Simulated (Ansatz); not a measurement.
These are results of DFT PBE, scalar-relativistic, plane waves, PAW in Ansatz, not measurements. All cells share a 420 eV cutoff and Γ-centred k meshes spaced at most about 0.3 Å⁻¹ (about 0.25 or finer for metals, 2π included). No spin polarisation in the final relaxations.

All energies are static (0 K, no zero-point motion). All come from trial cells, and lower structures may exist.

Problem. Order these relaxed structures of Y by energy, lowest first, with the energy over the lowest of them.
A.

Space group I4/mcm (No. 140). a = 8.457 Å, b = 8.457 Å, c = 5.523 Å, α = 90.00°, β = 90.00°, γ = 90.00°
| atom | site | symmetry | x | y | z |
| --- | --- | --- | --- | --- | --- |
| Y | 8h | m.2m | 0.8521 | 0.6479 | 0.0000 |
| Y | 4c | 4/m.. | 0.0000 | 0.0000 | 0.0000 |

B.

Space group Fm-3m (No. 225). a = 5.061 Å, b = 5.061 Å, c = 5.061 Å, α = 90.00°, β = 90.00°, γ = 90.00°
```
atom  site  symmetry       x       y       z
   Y    4b      m-3m  0.5000  0.0000  0.0000
```

Solution. B (0 meV/atom), A (338 meV/atom). Forms: B fcc type, Fm-3m; A I4/mcm. Counting all near atoms (those within 1.25 times the shortest distance at each site; a plus sign parts nearer from farther groups; a slash parts the counts of unlike sites): B has Y 12; A has Y 2+4/9.

With atoms moved at random, Fm-3m came back. Other cells relaxed within their symmetry can be saddle points. The part of the Crystallography Open Database at hand lists Y in space groups No. 194, 225; sharing a group (Fm-3m) doesn't make a cell the listed structure. Some structure types and database cells were kept out of the candidates from the start, so a known form may be missing.
